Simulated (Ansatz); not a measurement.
**Pb under changes of volume**

One of the cells (30.323 Å³/atom); the others are scaled copies at fixed shape and fractional positions:

```xyz
1
Lattice="0.0000 2.4750 2.4750 2.4750 0.0000 2.4750 2.4750 2.4750 0.0000" Properties=species:S:1:pos:R:3 pbc="T T T"
Pb    0.0000    0.0000    0.0000
```

| Property | Result |
| --- | --- |
| Program | Ansatz 0.2.0 |
| Functional | PBE |
| Potentials or basis | SSSP precision PAW |
| Cutoff | 612 eV |
| Density cutoff | 6123 eV |
| k mesh | 9 × 9 × 9 |
| Occupations | fermi-dirac, width 0.05 eV |
| Spin | no spin polarisation |

| volume (Å³/atom) | energy over the lowest point (meV/atom) | pressure (GPa) |
| --- | --- | --- |
| 28.503 | ? | ? |
| 29.110 | 36.53 | 4.7 |
| 29.716 | 21.25 | 3.4 |
| 30.323 | 10.48 | 2.3 |
| 30.929 | 3.68 | 1.3 |
| 31.535 | 0.33 | 0.5 |
| 32.142 | 0.00 | -0.3 |

Question: What does the run at 28.503 Å³/atom give?

Answer: Energy over the lowest point 56.87 meV/atom; pressure 6.1 GPa.

Worked out: A Birch-Murnaghan fit of order 3 (a polynomial in V^(-2/3)) to the other rows has its minimum at 31.91 Å³/atom with B0 = V·E''(V) = 39 GPa and B' = 6.2. It gives 57.02 meV/atom at 28.503 Å³/atom, against the run's 56.87, and -dE/dV = 6.2 GPa, against 6.1.

Energies are extrapolated to zero smearing.
